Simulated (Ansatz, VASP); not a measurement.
# Ta2N: VASP beside Ansatz

File POSCAR:

```
Ta2N
1.0
    3.1128615060      0.0000000000      0.0000000000
   -1.5564307530      2.6958171426      0.0000000000
    0.0000000000      0.0000000000      4.8698410000
Ta N
2 1
Direct
    0.6666666700      0.3333333300      0.7452890000
    0.3333333300      0.6666666700      0.2547110000
    0.0000000000      0.0000000000      0.0000000000
```

File INCAR.step1:

```
SYSTEM = Ta2N
ALGO = Normal
EDIFF = 1E-4
ENCUT = 520
GGA = PE
ISMEAR = 0
ISPIN = 2
LASPH = .True.
LCHARG = .False.
LMAXMIX = 4
LREAL = .False.
LWAVE = .True.
MAGMOM = 1 1 0
NBANDS = 24
NELM = 150
PREC = Accurate
SIGMA = 0.1
```

Contents of INCAR.step2:

```
SYSTEM = Ta2N
ALGO = Normal
EDIFF = 1E-7
ENCUT = 520
ISIF = 2
ISMEAR = 0
ISPIN = 2
ISTART = 1
LASPH = .True.
LCHARG = .True.
LELF = .True.
LMAXMIX = 4
LMIXTAU = .True.
LORBIT = 11
LREAL = .False.
LVHAR = .True.
LWAVE = .False.
MAGMOM = 1 1 0
METAGGA = R2SCAN
NBANDS = 24
NELM = 150
PREC = Accurate
SIGMA = 0.1
```

Contents of KPOINTS:

```
k-points
0
Gamma
  6 6 4
  0 0 0
```

Input for Ansatz:

```yaml
crystal:
  lattice:
    - [3.112861506, 0.0, 0.0]
    - [-1.556430753, 2.6958171426, 0.0]
    - [0.0, 0.0, 4.869841]
  atoms:
    - { symbol: Ta, position: [0.66666667, 0.33333333, 0.745289], spin: 1.0 }
    - { symbol: Ta, position: [0.33333333, 0.66666667, 0.254711], spin: 1.0 }
    - { symbol: "N", position: [0.0, 0.0, 0.0] }
basis:
  ecutwfc: 500
kpoints:
  mp_grid: { grid: [6, 6, 4] }
hamiltonian:
  xc: r2scan
scf:
  occupations: { method: gaussian, width: 0.1 }
  lower_state_search: "off"
output:
  forces: true
  stress: true
  eigenvalues: true
  populations: true
magnetization:
  spin_polarized: true
```

Alike in both runs: task single point; functional r2SCAN; k mesh 6 × 6 × 4; occupations gaussian, width 0.1 eV; collinear spin.

```csv
,VASP,Ansatz
version,VASP 6.6.1,Ansatz 0.2.0
potentials or method,"VASP PAW PBE potentials, release 64 (Ta_pv, N)","scalar-relativistic, plane waves, PAW"
plane-wave cutoff (eV),520,500
valence electrons in the cell,27,31
```

|  | VASP | Ansatz | Ansatz less VASP |
| --- | --- | --- | --- |
| gap on the k mesh at the Fermi level (eV) | none | none | - |
| pressure (GPa) | -4.2 | -5.2 | -1.03 |
| largest component of the traceless stress (GPa) | 1.29 | 1.53 | +0.235 |
| rms of the force components (eV/Å) | 0.062 | 0.091 | +0.0288 |
| net moment per atom (μB) | 0.00 | 0.00 | 0.000 |

Atom by atom the forces differ by 0.029 eV/Å (rms over components). A gap of «none» marks a metal or a gap that the smearing closes. The two sets of potentials don't hold the same shells in valence. Ansatz warned: «seeded_moment_not_kept».

Caveats: the k mesh is coarse (spacing up to 0.39 Å⁻¹), so the values aren't converged; the PAW data sets were made with another functional, which shifts forces and pressure a little (VASP). The runs have no spin-orbit coupling, so splittings on Ta are missing.
